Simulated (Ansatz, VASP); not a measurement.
## Two plane-wave programs on Si

File INCAR:

```
SYSTEM = Si
PREC     = Accurate       ! precision mode
ENCUT    = 520            ! plane-wave cutoff, eV
EDIFF    = 1E-7           ! SCF threshold, eV
ISMEAR   = 0              ! smearing method
SIGMA    = 0.01           ! smearing width, eV
LREAL    = .False.        ! projectors in reciprocal space
LASPH    = .True.         ! aspherical terms in the spheres
NELM     = 100            ! most SCF steps
ALGO     = Normal         ! electronic algorithm
ISIF     = 2              ! what is computed and relaxed
LWAVE    = .False.        ! write WAVECAR
LCHARG   = .True.         ! write CHGCAR
GGA      = PE             ! functional
LELF     = .True.         ! ELF
LVHAR    = .True.       
NBANDS   = 11             ! bands
```

Contents of KPOINTS:

```
Automatic mesh
0
Gamma
  8 8 8
  0 0 0
```

POSCAR

```
Si
1.0
    0.0000000000      2.7221188951      2.7221188951
    2.7221188951      0.0000000000      2.7221188951
    2.7221188951      2.7221188951      0.0000000000
Si
2
Direct
    0.0000000000      0.0000000000      0.0000000000
    0.2500000000      0.2500000000      0.2500000000
```

Input for Ansatz:

```yaml
crystal:
  lattice:
    - [0.0, 2.7221188951, 2.7221188951]
    - [2.7221188951, 0.0, 2.7221188951]
    - [2.7221188951, 2.7221188951, 0.0]
  atoms:
    - { symbol: Si, position: [0.0, 0.0, 0.0] }
    - { symbol: Si, position: [0.25, 0.25, 0.25] }
kpoints:
  mp_grid: { grid: [8, 8, 8] }
  band_path:
    path:
      - [0.0, 0.0, 0.0]
      - [0.5, 0.0, 0.5]
      - [0.625, 0.25, 0.625]
      - [0.375, 0.375, 0.75]
      - [0.5, 0.5, 0.5]
      - [0.5, 0.25, 0.75]
      - [0.0, 0.419271, 0.419271]
    npoints: 1
hamiltonian:
  xc: pbe
scf:
  occupations: { method: fixed }
  n_extra_bands: 4
output:
  forces: true
  stress: true
  eigenvalues: true
```

Alike in both runs: task single point; functional PBE; k mesh 8 × 8 × 8; no spin polarisation.

|  | VASP | Ansatz |
| --- | --- | --- |
| version | VASP 6.6.1 | Ansatz 0.2.0 |
| potentials or method | VASP PAW PBE potentials, release 64 (Si) | plane waves, PAW |
| plane-wave cutoff (eV) | 520 | 420 |
| occupations | gaussian, width 0.01 eV | fixed |
| valence electrons in the cell | 8 | 8 |

Ansatz gave:

| Quantity | Value |
| --- | --- |
| gap on the k mesh at the Fermi level (eV) | 0.63 |
| pressure (GPa) | 1.3 |

**Question.** What did VASP give for the same quantities?

**Answer.** gap on the k mesh at the Fermi level (eV): 0.63; pressure (GPa): 1.2.

A k mesh can miss the band edges. As with any semilocal functional, this PBE gap is likely too small.
